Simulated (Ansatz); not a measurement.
# How TaN stores the work of compression

Level of theory: DFT PBEsol, scalar-relativistic, plane waves, PAW in Ansatz. Settings: 420 eV cutoff, 18×18×14 k-mesh, Gaussian smearing of 0.10 eV, no spin polarisation.

Reference structure (relaxed):

```
Ta N
1.0
     2.92399    0.00000    0.00000
    -1.46199    2.53225    0.00000
     0.00000    0.00000    2.87073
Ta N
1 1
Direct
  0.33333 0.66667 0.50000
  0.00000 0.00000 0.00000
```

Cell and atoms were relaxed at each target pressure within the start's symmetry (P-6m2), at zero temperature; other phases can be more stable under pressure. H = E + PV with P the target; E is the free energy at the smearing used, whose derivative the pressure is, per atom and counted from zero pressure.

Spin–orbit coupling is left out, which can shift energies with elements as heavy as these.

| P (GPa) | V (Å³/atom) | E − E0 (meV) | H − H0 (meV) |
| --- | --- | --- | --- |
| 0 | 10.628 | 0.0 | 0.0 |
| 2 | 10.568 | 0.4 | 132.3 |
| 5 | 10.486 | 2.2 | 329.4 |
| 10 | 10.354 | 8.3 | 654.6 |
| 20 | 10.114 | 30.7 | 1293.2 |
| 40 | 9.705 | 106.2 | 2529.2 |

Thermodynamics gives dH/dP = V along a relaxed path. Integrate V over P by the trapezoid rule and compare with the computed enthalpies.

With 1 eV/Å³ = 160.22 GPa, each step adds the mean volume times ΔP / 160.22:
| P (GPa) | ∫V dP (meV) | H − H0 (meV) | difference (meV) |
| --- | --- | --- | --- |
| 2 | 132.3 | 132.3 | 0.0 |
| 5 | 329.4 | 329.4 | 0.0 |
| 10 | 654.6 | 654.6 | 0.0 |
| 20 | 1293.4 | 1293.2 | 0.2 |
| 40 | 2530.4 | 2529.2 | 1.2 |

V(P) curves upward, so the trapezoid rule runs high; integrating a smooth curve through the same points puts that excess at about 1.2 meV at 40 GPa, against the 1.2 meV found.

At 40 GPa, how much of the enthalpy change is stored energy and how much is the PV term?

E rises by 106 meV/atom and PV is 40 × 9.705 / 160.22 = 2423 meV/atom, so PV makes 96 % of ΔH. So between rival structures at high pressure a small difference in volume can outweigh the difference in energy: 1 % of this volume is worth 24.2 meV/atom at this pressure.

What bulk modulus do the lowest pressures give, and how is the compression shared among the axes?

From the pressures that the runs reached, -2.06 GPa (10.689 Å³) and 2.07 GPa (10.568 Å³), B = −ΔP/Δln V = 4.13 / 0.0114 = 362 GPa, a mean over that range. The linear compressibilities −Δln(length)/ΔP are 0.98 along a, 0.98 along b, 0.80 along c (in TPa⁻¹). With fixed angles they add up to 1/B: 2.76 against 2.76. Softest: a and b, at 36 % of the volume change per axis.

This form isn't the usual stable structure of the compound.